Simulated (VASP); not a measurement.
# C (Fd-3m) in VASP: band structure with HSE06

Aim: the band structure of C with HSE06.

Everything below comes from runs of VASP 6.6.1. Logs are shortened: lines on timing, memory, paths and dates and some standing lists are left out, and cuts for length are marked.

## (1) The crystal as given

Symmetry: Fd-3m, No. 227, cubic system. The conventional cell has a = 3.555 Å, b = 3.555 Å, c = 3.555 Å, α = 90.00°, β = 90.00°, γ = 90.00°. Around C (site symmetry -43m) lie 4 C at 1.54 Å.

This isn't the form of C at room conditions, which is graphite.

## (2) Band structure, HSE06

Input file POSCAR:

```
C
1.0
    0.0000000000      1.7774500000      1.7774500000
    1.7774500000      0.0000000000      1.7774500000
    1.7774500000      1.7774500000      0.0000000000
C
2
Direct
    0.5000000000      0.5000000000      0.5000000000
    0.7500000000      0.7500000000      0.7500000000
```

Input file INCAR.step1:

```
  ALGO = Normal
  EDIFF = 1E-5
  ENCUT = 520
  GGA = PE
  ISIF = 2
  ISMEAR = 0
  LASPH = T
  LCHARG = F
  LREAL = F
  LWAVE = T
  NELM = 80
  PREC = Accurate
  SIGMA = 0.02
```

Input file INCAR.step2:

```
  ALGO = Normal
  EDIFF = 1E-6
  ENCUT = 520
  GGA = PE
  HFSCREEN = 0.2
  ISIF = 2
  ISMEAR = 0
  ISTART = 1
  LASPH = T
  LCHARG = F
  LHFCALC = T
  LREAL = F
  LWAVE = F
  NELM = 80
  PREC = Accurate
  PRECFOCK = Fast
  SIGMA = 0.02
```

Input file KPOINTS:

```
k-points
0
Gamma
  8 8 8
```

Input file KPOINTS_OPT:

```
path GXWKGLUWLK,UX
8
line-mode
reciprocal
 0.0000000000  0.0000000000  0.0000000000  G
 0.5000000000  0.0000000000  0.5000000000  X

 0.5000000000  0.0000000000  0.5000000000  X
 0.5000000000  0.2500000000  0.7500000000  W

 0.5000000000  0.2500000000  0.7500000000  W
 0.3750000000  0.3750000000  0.7500000000  K

 0.3750000000  0.3750000000  0.7500000000  K
 0.0000000000  0.0000000000  0.0000000000  G

 0.0000000000  0.0000000000  0.0000000000  G
 0.5000000000  0.5000000000  0.5000000000  L

 0.5000000000  0.5000000000  0.5000000000  L
 0.6250000000  0.2500000000  0.6250000000  U

 0.6250000000  0.2500000000  0.6250000000  U
 0.5000000000  0.2500000000  0.7500000000  W

 0.5000000000  0.2500000000  0.7500000000  W
 0.5000000000  0.5000000000  0.5000000000  L

 0.5000000000  0.5000000000  0.5000000000  L
 0.3750000000  0.3750000000  0.7500000000  K

 0.6250000000  0.2500000000  0.6250000000  U
 0.5000000000  0.0000000000  0.5000000000  X
```

Potentials or basis: VASP PAW PBE potentials, release 64 (C).

Launch:

```console
> cat potpaw_PBE.64/C/POTCAR > POTCAR
> cp INCAR.step1 INCAR
> mpirun -np 1 vasp_std > vasp.out
> cp INCAR.step2 INCAR
> mpirun -np 1 vasp_std > vasp.out
```

OUTCAR:

```text
EDIFF = 1E-6
   ENCUT = 520
   GGA = PE
   HFSCREEN = 0.2
   ISIF = 2
   ISMEAR = 0
   ISTART = 1
   LASPH = T
   LHFCALC = T
   LREAL = F
   NELM = 80
   PREC = Accurate
   PRECFOCK = Fast

 ion  position               nearest neighbor table
   1  0.500  0.500  0.500-   2 1.54   2 1.54   2 1.54   2 1.54
   2  0.750  0.750  0.750-   1 1.54   1 1.54   1 1.54   1 1.54

  LATTYP: Found a face centered cubic cell.
 ALAT       =     3.5549000000

  Lattice vectors:

 A1 = (   0.0000000000,   1.7774500000,   1.7774500000)
 A2 = (   1.7774500000,   0.0000000000,   1.7774500000)
 A3 = (   1.7774500000,   1.7774500000,   0.0000000000)

Analysis of symmetry for initial positions (statically):
=====================================================================
 Subroutine PRICEL returns:
 Original cell was already a primitive cell.

 Routine SETGRP: Setting up the symmetry group for a
 face centered cubic supercell.

 Subroutine GETGRP returns: Found 48 space group operations
 (whereof 24 operations were pure point group operations)
 out of a pool of 48 trial point group operations.

The static configuration has the point symmetry T_d .
 The point group associated with its full space group is O_h .

Analysis of symmetry for dynamics (positions and initial velocities):
=====================================================================
 Subroutine PRICEL returns:
 Original cell was already a primitive cell.

 Routine SETGRP: Setting up the symmetry group for a
 face centered cubic supercell.

 Subroutine GETGRP returns: Found 48 space group operations
 (whereof 24 operations were pure point group operations)
 out of a pool of 48 trial point group operations.

The dynamic configuration has the point symmetry T_d .
 The point group associated with its full space group is O_h .

 Subroutine INISYM returns: Found 48 space group operations
 (whereof 24 operations are pure point group operations),
 and found     1 'primitive' translations

----------------------------------------------------------------------------------------

                                     Primitive cell

  volume of cell :      11.2311

  direct lattice vectors                    reciprocal lattice vectors
     0.000000000  1.777450000  1.777450000    -0.281301865  0.281301865  0.281301865
     1.777450000  0.000000000  1.777450000     0.281301865 -0.281301865  0.281301865
     1.777450000  1.777450000  0.000000000     0.281301865  0.281301865 -0.281301865

  length of vectors
     2.513693896  2.513693896  2.513693896     0.487229122  0.487229122  0.487229122

  position of ions in fractional coordinates (direct lattice)
     0.500000000  0.500000000  0.500000000
     0.750000000  0.750000000  0.750000000

  ion indices of the primitive-cell ions
   primitive index   ion index
                 1           1
                 2           2

----------------------------------------------------------------------------------------

 KPOINTS: k-points

Automatic generation of k-mesh.
 Grid dimensions read from file:
 generate k-points for:    8    8    8

 Generating k-lattice:

  Cartesian coordinates                     Fractional coordinates (reciprocal lattice)
    -0.035162733  0.035162733  0.035162733     0.125000000  0.000000000  0.000000000
     0.035162733 -0.035162733  0.035162733     0.000000000  0.125000000  0.000000000
     0.035162733  0.035162733 -0.035162733     0.000000000  0.000000000  0.125000000

  Length of vectors
     0.060903640  0.060903640  0.060903640

  Shift w.r.t. Gamma in fractional coordinates (k-lattice)
     0.000000000  0.000000000  0.000000000

 Subroutine IBZKPT returns following result:
 ===========================================

 Found     29 irreducible k-points:

 Following reciprocal coordinates:
            Coordinates               Weight
  0.000000  0.000000  0.000000      1.000000
  0.125000  0.000000  0.000000      8.000000
  0.250000  0.000000  0.000000      8.000000
  0.375000  0.000000  0.000000      8.000000
  0.500000  0.000000  0.000000      4.000000
  0.125000  0.125000  0.000000      6.000000
[... 16 lines left out ...]
  0.500000  0.250000  0.125000     48.000000
 -0.375000  0.250000  0.125000     24.000000
 [... further k-points ...]
   k-points           NKPTS =     29   k-points in BZ     NKDIM =    512   number of bands    NBANDS=      8
   number of dos      NEDOS =    301   number of ions     NIONS =      2
   total plane-waves  NPLWV =   8000
   dimension x,y,z NGX =    20 NGY =   20 NGZ =   20
   dimension x,y,z NGXF=    40 NGYF=   40 NGZF=   40
   ions per type =               2
   NGX,Y,Z   is equivalent  to a cutoff of  13.23, 13.23, 13.23 a.u.
   NGXF,Y,Z  is equivalent  to a cutoff of  26.45, 26.45, 26.45 a.u.
 SYSTEM =  unknown system
   PREC   = accura    normal or accurate (medium, high low for compatibility)
   ISTART =      1    job   : 0-new  1-cont  2-samecut
   ICHARG =      0    charge: 1-file 2-atom 10-const
   ISPIN  =      1    spin polarized calculation?
   LNONCOLLINEAR =      F non collinear calculations
   LSORBIT =      F    spin-orbit coupling
   LASPH  =      T    aspherical Exc in radial PAW
   ENCUT  =  520.0 eV  38.22 Ry    6.18 a.u.   4.67  4.67  4.67*2*pi/ulx,y,z
   NELM   =     80;   NELMIN=  2; NELMDL=  0     # of ELM steps
   EDIFF  = 0.1E-05   stopping-criterion for ELM
   LREAL  =      F    real-space projection
   EDIFFG = 0.1E-04   stopping-criterion for IOM
   NSW    =      0    number of steps for IOM
   IBRION =     -1    ionic relax: 0-MD 1-quasi-New 2-CG
   NFREE  =      0    steps in history (QN), initial steepest desc. (CG)
   ISIF   =      2    stress and relaxation
   ISYM   =      3    0-nonsym 1-usesym 2-fastsym
   POTIM  = 0.5000    time-step for ionic-motion
   TEBEG  =    0.0;   TEEND  =   0.0 temperature during run
   PSTRESS=    0.0 pullay stress
   NELECT =       8.0000    total number of electrons
   NUPDOWN=      -1.0000    fix difference up-down
   EMIN   =  10.00;   EMAX   =-10.00  energy-range for DOS
   EFERMI =   0.00;   METHOD = LEGACY
   ISMEAR =     0;   SIGMA  =   0.02  broadening in eV -4-tet -1-fermi 0-gaus
   EFERMI_NEDOS =   21; number of points for ismear=-14 and -15
   IALGO  =     38    algorithm
   IMIX   =      1    mixing-type and parameters
     AMIX     =   0.40;   BMIX     =  1.00
     AMIX_MAG =   1.60;   BMIX_MAG =  1.00
  volume/ion in A,a.u.               =       5.62        37.90
  Fermi-wavevector in a.u.,A,eV,Ry     =   1.462056  2.762886 29.083932  2.137609
  Thomas-Fermi vector in A             =   2.578315
   LORBIT       =      0    0 simple, 1 ext, 2 COOP (PROOUT), +10 PAW based schemes
   GGA     = PE    functional components
   LHFCALC =     T    Hartree Fock is set to
   PRECFOCK=fast      Normal, Fast or Accurate (Low or Medium for compatibility)
   ENCUT4O =  -1.0   cutoff for four orbital integrals eV
   NKREDX  =     1    reduce k-point grid by
   NKREDY  =     1    reduce k-point grid by
   NKREDZ  =     1    reduce k-point grid by
   AEXX    =    0.2500 exact exchange contribution
   HFSCREEN=    0.2000 screening length (either q_TF or 0.3 A-1)
   HFSCREENC=   0.2000 screening length for correlation (either q_TF or 0.3 A-1)
   ENCUTFOCK=  -1.0 apply spherical cutoff to Coloumb kernel
   IVDW    =     0    specifies the selected vdW correction
   LEPSILON=     F    determine dielectric tensor
   LRPA    =     F    only Hartree local field effects (RPA)
 non-spin polarized calculation
 Gauss-broadening in eV      SIGMA  =   0.02
  energy-cutoff  :      520.00
  volume of cell :       11.23
 maximum number of plane-waves:       314
  NGX = 12; NGY = 12; NGZ = 12

 number of electron       7.9999999 magnetization

 Free energy of the ion-electron system (eV)
  ---------------------------------------------------
  ext. energy  EPLUGINS =         0.00000000
  ---------------------------------------------------
  free energy    TOTEN  =       -21.09093064 eV

  energy without entropy =      -21.09093064  energy(sigma->0) =      -21.09093064

 E-fermi :   9.3568     XC(G=0): -10.8481

 val. band max:        9.2448543957   @ k =   0.0000   0.0000   0.0000
 cond. band min:      14.5696879308   @ k =   0.3750   0.3750   0.0000
 fundamental gap:      5.3248335352
 Fermi energy:         9.3567614265

 k-point     1 :       0.0000    0.0000    0.0000
  band No.  band energies     occupation
      1     -14.4387      2.00000
      2       9.2449      2.00000
      3       9.2449      2.00000
      4       9.2449      2.00000
      5      16.2672      0.00000
      6      16.2672      0.00000
      7      16.2672      0.00000
      8      24.7707      0.00000

 k-point     2 :       0.1250    0.0000    0.0000
  band No.  band energies     occupation
      1     -13.9678      2.00000
      2       6.6160      2.00000
      3       8.5432      2.00000
      4       8.5432      2.00000
      5      17.1981      0.00000
      6      17.1981      0.00000
      7      17.6159      0.00000
      8      25.1528      0.00000

 k-point     3 :       0.2500    0.0000    0.0000
  band No.  band energies     occupation
      1     -12.5690      2.00000
      2       1.9763      2.00000
      3       7.3341      2.00000
      4       7.3341      2.00000
      5      18.6600      0.00000
      6      18.6600      0.00000
      7      18.9861      0.00000
      8      26.0917      0.00000

 k-point     4 :       0.3750    0.0000    0.0000
  band No.  band energies     occupation
      1     -10.3160      2.00000
      2      -2.5464      2.00000
      3       6.4575      2.00000
      4       6.4575      2.00000
      5      19.2724      0.00000
      6      19.2724      0.00000
      7      19.5857      0.00000
      8      26.8200      0.00000

 k-point     5 :       0.5000    0.0000    0.0000
  band No.  band energies     occupation
      1      -8.1613      2.00000
      2      -5.4951      2.00000
      3       6.1512      2.00000
      4       6.1512      2.00000
      5      19.3296      0.00000
      6      19.3296      0.00000
      7      19.7501      0.00000
      8      26.9690      0.00000
[... 177 lines left out ...]
 k-point    22 :       0.3750    0.2500    0.1250
  band No.  band energies     occupation
      1     -11.3403      2.00000
      2       2.0293      2.00000
      3       3.2180      2.00000
      4       6.0671      2.00000
      5      17.2871      0.00000
      6      21.0455      0.00000
      7      22.7655      0.00000
      8      22.7876      0.00000

 k-point    23 :       0.5000    0.2500    0.1250
  band No.  band energies     occupation
      1      -9.1284      2.00000
      2      -1.6439      2.00000
      3       2.3263      2.00000
      4       4.7546      2.00000
      5      18.7531      0.00000
      6      20.5519      0.00000
      7      23.6676      0.00000
      8      24.6144      0.00000

 k-point    24 :      -0.3750    0.2500    0.1250
  band No.  band energies     occupation
      1      -7.0480      2.00000
      2      -4.3942      2.00000
      3       2.2747      2.00000
      4       4.0914      2.00000
      5      19.0276      0.00000
      6      20.4068      0.00000
      7      24.4761      0.00000
      8      26.3592      0.00000

 [... further k-points ...]
[... 5 lines left out ...]
  --------------------------------------------------------------------------------------
  -------------------------------------------------------------------------------------
  Total       -0.1979687     -0.1979687     -0.1979687     -0.0000000      0.0000000     -0.0000000
  in kB      -28.2413237    -28.2413237    -28.2413237     -0.0000000      0.0000000     -0.0000000
  external PRESSURE =     -28.2413237 kB  Pullay stress =       0.0000000 kB

 VOLUME and BASIS-vectors are now :
 -----------------------------------------------------------------------------
  energy-cutoff  :      520.00
  volume of cell :       11.23
      direct lattice vectors                 reciprocal lattice vectors
     0.000000000  1.777450000  1.777450000    -0.281301865  0.281301865  0.281301865
     1.777450000  0.000000000  1.777450000     0.281301865 -0.281301865  0.281301865
     1.777450000  1.777450000  0.000000000     0.281301865  0.281301865 -0.281301865

 POSITION                                       TOTAL-FORCE (eV/Angst)
 -----------------------------------------------------------------------------------
      1.77745      1.77745      1.77745         0.000000     -0.000000     -0.000000
      2.66617      2.66617      2.66617        -0.000000      0.000000      0.000000
 -----------------------------------------------------------------------------------
    total drift:                               -0.000000     -0.000000     -0.000000

  FREE ENERGIE OF THE ION-ELECTRON SYSTEM (eV)
  ---------------------------------------------------
  free  energy   TOTEN  =       -21.0909306376 eV

  energy  without entropy=      -21.0909306376  energy(sigma->0) =      -21.09093064
```

Wall time 6.7 min (1 thread of Intel Xeon Platinum 8488C (Sapphire Rapids), shared host); peak memory 0.23 GiB.

What came out:

```yaml
Free_energy: -21.0909 eV
Pressure: -2.8 GPa
Band_gap_on_the_k_mesh: 5.32 eV, indirect (least direct gap 7.02 eV)
Band_gap_along_the_path: 5.33 eV, indirect (least direct gap 7.02 eV)
```

Levels at the corners of the path, in eV from the valence-band top:
```csv
point,band 2,band 3,band 4,band 5,band 6,band 7
Γ,0.00,0.00,0.00,7.02,7.02,7.02
X,-14.15,-6.94,-6.94,5.95,5.95,19.40
X,-14.15,-6.94,-6.94,5.95,5.95,19.40
W,-13.30,-9.13,-9.13,12.23,12.23,14.41
W,-13.30,-9.13,-9.13,12.23,12.23,14.41
K,-13.01,-10.22,-5.91,6.94,12.47,16.69
K,-13.01,-10.22,-5.91,6.94,12.47,16.69
Γ,0.00,0.00,0.00,7.02,7.02,7.02
Γ,0.00,0.00,0.00,7.02,7.02,7.02
L,-14.74,-3.09,-3.09,10.08,10.08,10.51
L,-14.74,-3.09,-3.09,10.08,10.08,10.51
U,-13.01,-10.22,-5.91,6.94,12.47,16.69
U,-13.01,-10.22,-5.91,6.94,12.47,16.69
W,-13.30,-9.13,-9.13,12.23,12.23,14.41
W,-13.30,-9.13,-9.13,12.23,12.23,14.41
L,-14.74,-3.09,-3.09,10.08,10.08,10.51
L,-14.74,-3.09,-3.09,10.08,10.08,10.51
K,-13.01,-10.22,-5.91,6.94,12.47,16.69
U,-13.01,-10.22,-5.91,6.94,12.47,16.69
X,-14.15,-6.94,-6.94,5.95,5.95,19.40
```

Caveat: the PAW data sets were made with another functional, which shifts forces and pressure a little.
